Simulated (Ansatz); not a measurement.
## MgS: stable or not

The cell was reached from a generator's guess, though it ends in a space group that the Crystallography Open Database lists for this formula.

These are results of DFT PBE, scalar-relativistic, plane waves, PAW (Ansatz), not measurements. Settings of the last relaxation (2-atom cell): 420 eV, 8×8×8 k points, Gaussian smearing of 0.02 eV, no spin polarisation.

Space group Fm-3m (No. 225). a = 5.230 Å, b = 5.230 Å, c = 5.230 Å, α = 90.00°, β = 90.00°, γ = 90.00°
| atom | site | symmetry | x | y | z |
| --- | --- | --- | --- | --- | --- |
| Mg | 4a | m-3m | 0.0000 | 0.0000 | 0.0000 |
| S | 4b | m-3m | 0.5000 | 0.0000 | 0.0000 |

Formation energies are uncorrected and refer to the elements' standard structures at the same level.

**Question.** These tests were run: energy against the elements; phonons on a 4×4×4 q mesh; elastic tensor. What do they show?

**Answer.**

```json
{"test": "energy against the elements", "result": "−1.444 eV/atom"}
{"test": "phonons on a 4×4×4 q mesh", "result": "no imaginary mode on the mesh"}
{"test": "elastic tensor", "result": "least eigenvalue 54 GPa"}
```

It fails none of these tests. Other phases of the system weren't compared here, so this isn't yet thermodynamic stability.

The reference form of S is held partly by dispersion forces, which this level lacks. The run for the phonons used an 8×8×8 k mesh. The run for the elastic tensor used an 8×8×8 k mesh.
